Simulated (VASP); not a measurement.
# NaF (strained CsCl): one PBE single-point calculation in two programs

```
Na F
1.0
     2.79349    0.00000    0.00000
     0.00000    2.79349    0.00000
     0.00000    0.00000    2.94545
Na F
1 1
Direct
  0.00000 0.00000 0.00000
  0.50000 0.50000 0.50000
```

Datasets and cutoffs are each program's own. VASP's cell holds 14 valence electrons and Ansatz's 16. Ansatz's stress includes a Pulay correction; VASP's doesn't.

Cutoffs: 520 eV in VASP, 420 eV in Ansatz. k meshes: 10×10×10 and 10×10×10.

```csv
,VASP,Ansatz
gap between bands v and c,5.65 eV,5.66 eV
least direct gap,5.94 eV,5.96 eV
pressure,1.1 GPa,1.2 GPa
```

Band v is the last that the valence electrons fill when counted band by band, and c is the next. Levels in eV from the top of v, Ansatz:

```csv
point,v−1,v,c,c+1
Γ,-0.29,-0.29,5.66,15.00
X,-0.49,-0.15,10.33,11.50
M,-1.83,-0.25,11.86,14.70
R,-1.66,-1.55,13.92,13.92
```

VASP:

```
point    v−1      v      c    c+1
    Γ  -0.29  -0.29   5.65  14.98
    X  -0.49  -0.15  10.32  11.49
    M  -1.83  -0.25  11.85  14.69
    R  -1.66  -1.56  13.92  13.92
```
